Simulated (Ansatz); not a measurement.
A distorted cell of LiI (rock salt):

```yaml
crystal:
  lattice:
    - [0.00000, 6.01819, 6.01819]
    - [3.00909, 0.00000, 3.00909]
    - [3.00909, 3.00909, 0.00000]
  atoms:
    - { symbol: I, position: [0.00000, 0.01605, 0.98963] }
    - { symbol: I, position: [0.50000, 0.98395, 0.01037] }
    - { symbol: Li, position: [0.25000, 0.50000, 0.50000] }
    - { symbol: Li, position: [0.75000, 0.50000, 0.50000] }
```

All values below come from r2SCAN (plane waves to 500 eV, PAW, scalar-relativistic; Ansatz, a first-principles code). k mesh 5×10×10 (Γ-centred), Fermi-Dirac smearing 0.05 eV. Stress and pressure are positive under compression. LiI was relaxed with its symmetry unable to fall. Spin-orbit coupling is left out, though I is heavy.

**Question.** Predict the force on every atom, in eV/Å.

**Answer.** 
```json
[
 {"atom": "I1", "Fx": "-0.018", "Fy": "0.032", "Fz": "-0.049"},
 {"atom": "I2", "Fx": "0.018", "Fy": "-0.032", "Fz": "0.049"},
 {"atom": "Li3", "Fx": "0.000", "Fy": "0.000", "Fz": "0.000"},
 {"atom": "Li4", "Fx": "0.000", "Fy": "0.000", "Fz": "0.000"}
]
```

(A displaced cell: forces are minus the slopes of the energy, force constants its curvatures, and phonons follow from these.)
